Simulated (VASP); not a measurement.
# AgCl (Chlorargyrite) (Fm-3m) in VASP: a series of runs

The runs below take AgCl (Chlorargyrite) through single point, with PBEsol+D3(BJ), PBEsol+D4.

All numbers are computed with VASP 6.6.1; they aren't measurements. Logs are shortened: lines on timing, memory, paths and dates and some standing lists are left out, and cuts for length are marked.

**Measured values to compare with.**

A printed reference work, data compilation reports, for a bulk crystal of AgCl: band gap 3.249 eV (indirect).

How close the calculation comes is told below.

**1. The cell of the first run**

The structure is cubic, space group Fm-3m (No. 225). Conventional cell: a = 5.387 Å, b = 5.387 Å, c = 5.387 Å, α = 90.00°, β = 90.00°, γ = 90.00°. Within 3.6 Å of Ag (site symmetry m-3m) lie 6 Cl at 2.69 Å. Cl (site symmetry m-3m) has 6 Ag at 2.69 Å within 3.6 Å.

**2. Single point, PBEsol+D3(BJ)**

File INCAR:

```
SYSTEM = AgCl
PREC     = Accurate       ! precision mode
ENCUT    = 520            ! plane-wave cutoff, eV
EDIFF    = 1E-6           ! SCF threshold, eV
ISMEAR   = -1             ! smearing method
SIGMA    = 0.05           ! smearing width, eV
LREAL    = .FALSE.        ! projectors in reciprocal space
LASPH    = .TRUE.         ! aspherical terms in the spheres
NELM     = 80             ! most SCF steps
ALGO     = Normal         ! electronic algorithm
ISIF     = 2              ! what is computed and relaxed
LWAVE    = .FALSE.        ! write WAVECAR
LCHARG   = .FALSE.        ! write CHGCAR
GGA      = PS             ! functional
IVDW     = 12             ! dispersion correction
NBANDS   = 16             ! bands
```

File KPOINTS:

```
regular mesh
0
G
  8 8 8
  0 0 0
```

File POSCAR:

```
AgCl
1.0
    0.0000000000      2.6936624716      2.6936624716
    2.6936624716      0.0000000000      2.6936624716
    2.6936624716      2.6936624716      0.0000000000
Ag Cl
1 1
Direct
    0.0000000000      0.0000000000      0.0000000000
    0.5000000000      0.5000000000      0.5000000000
```

Potentials or basis: VASP PAW PBE potentials, release 64 (Ag, Cl).

On the command line:

```sh
cat potpaw_PBE.64/Ag/POTCAR potpaw_PBE.64/Cl/POTCAR > POTCAR
mpirun -np 1 vasp_std > vasp.out
```

OUTCAR:

```text
SYSTEM = AgCl
   PREC = Accurate
   ENCUT = 520
   EDIFF = 1E-6
   ISMEAR = -1
   LREAL = .FALSE.
   LASPH = .TRUE.
   NELM = 80
   ISIF = 2
   GGA = PS
   IVDW = 12
 IVDW          = 12

 ion  position               nearest neighbor table
   1  0.000  0.000  0.000-   2 2.69   2 2.69   2 2.69   2 2.69   2 2.69   2 2.69
   2  0.500  0.500  0.500-   1 2.69   1 2.69   1 2.69   1 2.69   1 2.69   1 2.69

  LATTYP: Found a face centered cubic cell.
 ALAT       =     5.3873249432

  Lattice vectors:

 A1 = (   0.0000000000,   2.6936624716,   2.6936624716)
 A2 = (   2.6936624716,   0.0000000000,   2.6936624716)
 A3 = (   2.6936624716,   2.6936624716,   0.0000000000)

Analysis of symmetry for initial positions (statically):
=====================================================================
 Subroutine PRICEL returns:
 Original cell was already a primitive cell.

 Routine SETGRP: Setting up the symmetry group for a
 face centered cubic supercell.

 Subroutine GETGRP returns: Found 48 space group operations
 (whereof 48 operations were pure point group operations)
 out of a pool of 48 trial point group operations.

The static configuration has the point symmetry O_h .

Analysis of symmetry for dynamics (positions and initial velocities):
=====================================================================
 Subroutine PRICEL returns:
 Original cell was already a primitive cell.

 Routine SETGRP: Setting up the symmetry group for a
 face centered cubic supercell.

 Subroutine GETGRP returns: Found 48 space group operations
 (whereof 48 operations were pure point group operations)
 out of a pool of 48 trial point group operations.

The dynamic configuration has the point symmetry O_h .

 Subroutine INISYM returns: Found 48 space group operations
 (whereof 48 operations are pure point group operations),
 and found     1 'primitive' translations

----------------------------------------------------------------------------------------

                                     Primitive cell

  volume of cell :      39.0894

  direct lattice vectors                    reciprocal lattice vectors
     0.000000000  2.693662472  2.693662472    -0.185620881  0.185620881  0.185620881
     2.693662472  0.000000000  2.693662472     0.185620881 -0.185620881  0.185620881
     2.693662472  2.693662472  0.000000000     0.185620881  0.185620881 -0.185620881

  length of vectors
     3.809414000  3.809414000  3.809414000     0.321504796  0.321504796  0.321504796

  position of ions in fractional coordinates (direct lattice)
     0.000000000  0.000000000  0.000000000
     0.500000000  0.500000000  0.500000000

  ion indices of the primitive-cell ions
   primitive index   ion index
                 1           1
                 2           2

----------------------------------------------------------------------------------------

 KPOINTS: regular mesh

Automatic generation of k-mesh.
 Grid dimensions read from file:
 generate k-points for:    8    8    8

 Generating k-lattice:

  Cartesian coordinates                     Fractional coordinates (reciprocal lattice)
    -0.023202610  0.023202610  0.023202610     0.125000000  0.000000000  0.000000000
     0.023202610 -0.023202610  0.023202610     0.000000000  0.125000000  0.000000000
     0.023202610  0.023202610 -0.023202610     0.000000000  0.000000000  0.125000000

  Length of vectors
     0.040188100  0.040188100  0.040188100

  Shift w.r.t. Gamma in fractional coordinates (k-lattice)
     0.000000000  0.000000000  0.000000000

 Subroutine IBZKPT returns following result:
 ===========================================

 Found     29 irreducible k-points:

 Following reciprocal coordinates:
            Coordinates               Weight
  0.000000  0.000000  0.000000      1.000000
  0.125000  0.000000  0.000000      8.000000
  0.250000  0.000000  0.000000      8.000000
  0.375000  0.000000  0.000000      8.000000
  0.500000  0.000000  0.000000      4.000000
  0.125000  0.125000  0.000000      6.000000
[... 16 lines left out ...]
  0.500000  0.250000  0.125000     48.000000
 -0.375000  0.250000  0.125000     24.000000
 [... further k-points ...]
   k-points           NKPTS =     29   k-points in BZ     NKDIM =     29   number of bands    NBANDS=     16
   number of dos      NEDOS =    301   number of ions     NIONS =      2
   total plane-waves  NPLWV =  21952
   dimension x,y,z NGX =    28 NGY =   28 NGZ =   28
   dimension x,y,z NGXF=    56 NGYF=   56 NGZF=   56
   ions per type =               1   1
   NGX,Y,Z   is equivalent  to a cutoff of  12.22, 12.22, 12.22 a.u.
   NGXF,Y,Z  is equivalent  to a cutoff of  24.44, 24.44, 24.44 a.u.
 SYSTEM =  AgCl
   PREC   = accura    normal or accurate (medium, high low for compatibility)
   ISTART =      0    job   : 0-new  1-cont  2-samecut
   ICHARG =      2    charge: 1-file 2-atom 10-const
   ISPIN  =      1    spin polarized calculation?
   LNONCOLLINEAR =      F non collinear calculations
   LSORBIT =      F    spin-orbit coupling
   LASPH  =      T    aspherical Exc in radial PAW
   ENCUT  =  520.0 eV  38.22 Ry    6.18 a.u.   7.08  7.08  7.08*2*pi/ulx,y,z
   NELM   =     80;   NELMIN=  2; NELMDL= -5     # of ELM steps
   EDIFF  = 0.1E-05   stopping-criterion for ELM
   LREAL  =      F    real-space projection
   EDIFFG = 0.1E-04   stopping-criterion for IOM
   NSW    =      0    number of steps for IOM
   IBRION =     -1    ionic relax: 0-MD 1-quasi-New 2-CG
   NFREE  =      0    steps in history (QN), initial steepest desc. (CG)
   ISIF   =      2    stress and relaxation
   ISYM   =      2    0-nonsym 1-usesym 2-fastsym
   POTIM  = 0.5000    time-step for ionic-motion
   TEBEG  =    0.0;   TEEND  =   0.0 temperature during run
   PSTRESS=    0.0 pullay stress
   NELECT =      18.0000    total number of electrons
   NUPDOWN=      -1.0000    fix difference up-down
   EMIN   =  10.00;   EMAX   =-10.00  energy-range for DOS
   EFERMI =   0.00;   METHOD = LEGACY
   ISMEAR =    -1;   SIGMA  =   0.05  broadening in eV -4-tet -1-fermi 0-gaus
   EFERMI_NEDOS =   21; number of points for ismear=-14 and -15
   IALGO  =     38    algorithm
   IMIX   =      4    mixing-type and parameters
     AMIX     =   0.40;   BMIX     =  1.00
     AMIX_MAG =   1.60;   BMIX_MAG =  1.00
  volume/ion in A,a.u.               =      19.54       131.89
  Fermi-wavevector in a.u.,A,eV,Ry     =   1.264190  2.388973 21.744524  1.598177
  Thomas-Fermi vector in A             =   2.397508
   LORBIT       =      0    0 simple, 1 ext, 2 COOP (PROOUT), +10 PAW based schemes
   GGA     = PS    functional components
   LHFCALC =     F    Hartree Fock is set to
   AEXX    =    0.0000 exact exchange contribution
   IVDW    =    12    specifies the selected vdW correction
   LEPSILON=     F    determine dielectric tensor
   LRPA    =     F    only Hartree local field effects (RPA)
 non-spin polarized calculation
  energy-cutoff  :      520.00
  volume of cell :       39.09
 maximum number of plane-waves:      1067
   NGX = 15   NGY = 15   NGZ = 15

 number of electron      18.0000008 magnetization

 Free energy of the ion-electron system (eV)
  ---------------------------------------------------
  ext. energy  EPLUGINS =         0.00000000
  ---------------------------------------------------
  free energy    TOTEN  =        -6.05298264 eV

  energy without entropy =       -6.05297206  energy(sigma->0) =       -6.05297735

 E-fermi :   5.3113     XC(G=0): -10.6774

 val. band max:        4.8744604894   @ k =   0.5000   0.0000   0.0000
 cond. band min:       5.5991008866   @ k =   0.0000   0.0000   0.0000
 fundamental gap:      0.7246403972
 Fermi energy:         5.3112971228

 k-point     1 :       0.0000    0.0000    0.0000
  band No.  band energies     occupation
      1     -10.8905      2.00000
      2       2.0057      2.00000
      3       2.0057      2.00000
      4       2.0057      2.00000
      5       2.0515      2.00000
      6       2.0515      2.00000
[... 8 lines left out ...]
     15      18.5573      0.00000
     16      18.5573      0.00000

 k-point     2 :       0.1250    0.0000    0.0000
  band No.  band energies     occupation
      1     -10.8129      2.00000
      2       1.1986      2.00000
      3       1.2753      2.00000
      4       1.2753      2.00000
      5       2.0741      2.00000
      6       2.0741      2.00000
[... 8 lines left out ...]
     15      16.9887      0.00000
     16      17.5518      0.00000

 k-point     3 :       0.2500    0.0000    0.0000
  band No.  band energies     occupation
      1     -10.6154      2.00000
      2       0.0191      2.00000
      3       0.6250      2.00000
      4       0.6250      2.00000
      5       2.2335      2.00000
      6       2.2335      2.00000
[... 8 lines left out ...]
     15      17.1048      0.00000
     16      17.5511      0.00000

 k-point     4 :       0.3750    0.0000    0.0000
  band No.  band energies     occupation
      1     -10.4016      2.00000
      2      -0.8786      2.00000
      3       0.2124      2.00000
      4       0.2124      2.00000
      5       2.4011      2.00000
      6       2.4011      2.00000
[... 8 lines left out ...]
     15      17.9421      0.00000
     16      17.9421      0.00000

 k-point     5 :       0.5000    0.0000    0.0000
  band No.  band energies     occupation
      1     -10.3074      2.00000
      2      -1.2114      2.00000
      3       0.0713      2.00000
      4       0.0713      2.00000
      5       2.4732      2.00000
      6       2.4732      2.00000
[... 8 lines left out ...]
     15      18.5099      0.00000
     16      18.5209      0.00000

 k-point     6 :       0.1250    0.1250    0.0000
  band No.  band energies     occupation
      1     -10.7900      2.00000
      2       0.6594      2.00000
      3       1.5919      2.00000
      4       1.5919      2.00000
      5       1.9420      2.00000
      6       2.0856      2.00000
[... 8 lines left out ...]
     15      18.6534      0.00000
     16      18.9715      0.00000
[... 267 lines left out ...]
 k-point    21 :       0.5000    0.5000    0.0000
  band No.  band energies     occupation
      1     -10.2988      2.00000
      2      -0.1929      2.00000
      3       1.3000      2.00000
      4       1.3000      2.00000
      5       1.5808      2.00000
      6       2.2885      2.00000
[... 8 lines left out ...]
     15      20.0536      0.00000
     16      20.0536      0.00000

 k-point    22 :       0.3750    0.2500    0.1250
  band No.  band energies     occupation
      1     -10.4956      2.00000
      2      -0.4085      2.00000
      3       0.5325      2.00000
      4       0.9093      2.00000
      5       2.1207      2.00000
      6       2.3761      2.00000
[... 8 lines left out ...]
     15      19.0886      0.00000
     16      20.5195      0.00000

 k-point    23 :       0.5000    0.2500    0.1250
  band No.  band energies     occupation
      1     -10.3439      2.00000
      2      -0.6623      2.00000
      3       0.1990      2.00000
      4       0.4595      2.00000
      5       2.2737      2.00000
      6       2.4820      2.00000
[... 8 lines left out ...]
     15      19.3064      0.00000
     16      20.3128      0.00000

 k-point    24 :      -0.3750    0.2500    0.1250
  band No.  band energies     occupation
      1     -10.2787      2.00000
      2      -0.7442      2.00000
      3       0.1226      2.00000
      4       0.1978      2.00000
      5       2.3909      2.00000
      6       2.4724      2.00000
[... 8 lines left out ...]
     15      18.5145      0.00000
     16      20.0228      0.00000

 [... further k-points ...]

------------------------ aborting loop because EDIFF is reached ----------------------------------------

 Edisp (eV)   -0.60825

 E8    (eV) :    -0.3764

  FORCE on cell =-STRESS in cart. coord.  units (eV):
  Direction    XX          YY          ZZ          XY          YZ          ZX
  --------------------------------------------------------------------------------------
  -------------------------------------------------------------------------------------
  Total      -0.14258    -0.14258    -0.14258     0.00000     0.00000     0.00000
  in kB      -5.84396    -5.84396    -5.84396     0.00000     0.00000     0.00000
  external pressure =       -5.84 kB  Pullay stress =        0.00 kB

 VOLUME and BASIS-vectors are now :
 -----------------------------------------------------------------------------
  energy-cutoff  :      520.00
  volume of cell :       39.09
      direct lattice vectors                 reciprocal lattice vectors
     0.000000000  2.693662472  2.693662472    -0.185620881  0.185620881  0.185620881
     2.693662472  0.000000000  2.693662472     0.185620881 -0.185620881  0.185620881
     2.693662472  2.693662472  0.000000000     0.185620881  0.185620881 -0.185620881

 POSITION                                       TOTAL-FORCE (eV/Angst)
 -----------------------------------------------------------------------------------
      0.00000      0.00000      0.00000        -0.000000      0.000000      0.000000
      2.69366      2.69366      2.69366         0.000000     -0.000000     -0.000000
 -----------------------------------------------------------------------------------
    total drift:                                0.000000      0.000000      0.000000

  FREE ENERGIE OF THE ION-ELECTRON SYSTEM (eV)
  ---------------------------------------------------
  free  energy   TOTEN  =        -6.6612292243 eV

  energy  without entropy=       -6.6612186412  energy(sigma->0) =       -6.66122393
```

It took 11 s on 1 thread of Intel Xeon Platinum 8488C (Sapphire Rapids), shared host; peak memory 0.17 GiB.

Results:

```
Free energy                : -6.6612 eV
Pressure                   : -0.6 GPa
Band gap on the k mesh     : 0.72 eV, indirect (least direct gap 3.35 eV)
Dispersion energy per atom : -0.304 eV
```

Caveat: three body term missing; the PAW data sets were made with another functional, which shifts forces and pressure a little.

**3. Single point, PBEsol+D4**

This run uses another cell than the first one, of 19.69 Å³/atom, 1.007 times its volume.

File INCAR:

```
PREC = Accurate
ENCUT = 520
EDIFF = 1E-6
ISMEAR = -1
SIGMA = 0.05
LREAL = False
LASPH = True
NELM = 60
ALGO = Normal
ISIF = 2
LWAVE = False
LCHARG = False
GGA = PS
IVDW = 13
NBANDS = 16
```

File KPOINTS:

```
regular mesh
0
Gamma
  8 8 8
```

File POSCAR:

```
AgCl
1.0
    0.0000000000      2.7001520833      2.7001520833
    2.7001520833      0.0000000000      2.7001520833
    2.7001520833      2.7001520833      0.0000000000
Ag Cl
1 1
Direct
    0.0000000000      0.0000000000      0.0000000000
    0.5000000000      0.5000000000      0.5000000000
```

Potentials or basis: VASP PAW PBE potentials, release 64 (Ag, Cl).

On the command line:

```sh
cat potpaw_PBE.64/Ag/POTCAR potpaw_PBE.64/Cl/POTCAR > POTCAR
mpirun -np 1 vasp_std > vasp.out
```

Wall time 11 s (1 thread of Intel Xeon Platinum 8488C (Sapphire Rapids), shared host); peak memory 0.16 GiB.

Results (log left out):

* Free energy: -6.4694 eV
* Pressure: -0.1 GPa
* Band gap on the k mesh: 0.72 eV, indirect (least direct gap 3.32 eV)
* Dispersion energy per atom: -0.207 eV

Levels at points of the mesh, in eV from the valence-band top:
| k point | band 7 | band 8 | band 9 | band 10 | band 11 | band 12 |
| --- | --- | --- | --- | --- | --- | --- |
| (0.00, 0.00, 0.00) | -2.67 | -2.67 | -2.67 | 0.72 | 10.71 | 10.71 |
| (0.50, 0.00, 0.00) | -2.01 | 0.00 | 0.00 | 3.80 | 6.89 | 7.37 |
| (0.50, 0.50, 0.00) | -2.23 | -2.23 | -2.08 | 2.09 | 7.74 | 8.73 |

Caveat: the PAW data sets were made with another functional, which shifts forces and pressure a little.

**4. Against experiment**

Step 2. Against the measured gap of AgCl, 3.249 eV (indirect; a printed reference work, data compilation), the calculated 0.72 eV is off by -2.52 eV. So large a miss can be the level of theory's own, or it may mean another phase, state or a wrong row. Spin-orbit coupling on Ag is left out. The value is that of PBEsol+D3(BJ) on a finite k mesh, which can miss the band edges, without temperature or zero-point motion. Semilocal functionals fall short of measured gaps as a rule.

Step 3. Against the measured gap of AgCl, 3.249 eV (indirect; a printed reference work, data compilation), the calculated 0.72 eV is off by -2.53 eV. So large a miss can be the level of theory's own, or it may mean another phase, state or a wrong row. Spin-orbit coupling on Ag is left out. The value is that of PBEsol+D4 on a finite k mesh, which can miss the band edges, without temperature or zero-point motion. Semilocal functionals fall short of measured gaps as a rule.
